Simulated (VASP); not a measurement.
Consider the following.

```yaml
crystal:
  lattice:
    - [0.00000, 2.98501, 2.98501]
    - [2.98501, 0.00000, 2.98501]
    - [2.98501, 2.98501, 0.00000]
  atoms:
    - { symbol: Li, position: [0.00000, 0.00000, 0.00000] }
    - { symbol: I, position: [0.50000, 0.50000, 0.50000] }
```

These are SCAN meta-GGA, VASP's PBE PAW potentials (set 64) (plane waves; VASP) values and carry that method's errors. Numerical set-up: 520 eV cut-off, 9×9×9 Γ-centred mesh, tetrahedra with Blöchl corrections, potentials Li_sv I.

**Question.** The job: LiI (rock salt), 2 atoms, SCAN, static run, 520 eV, 9×9×9 Γ-centred mesh. Roughly how much core time does it take on a busy server core?

**Answer.** About 2 core-minutes (one run on a shared machine, a rough figure). It had 35 irreducible k-points, 9 bands, up to 1459 plane waves and 26 electronic steps.

The compound is LiI in the rock salt structure. It was relaxed first.
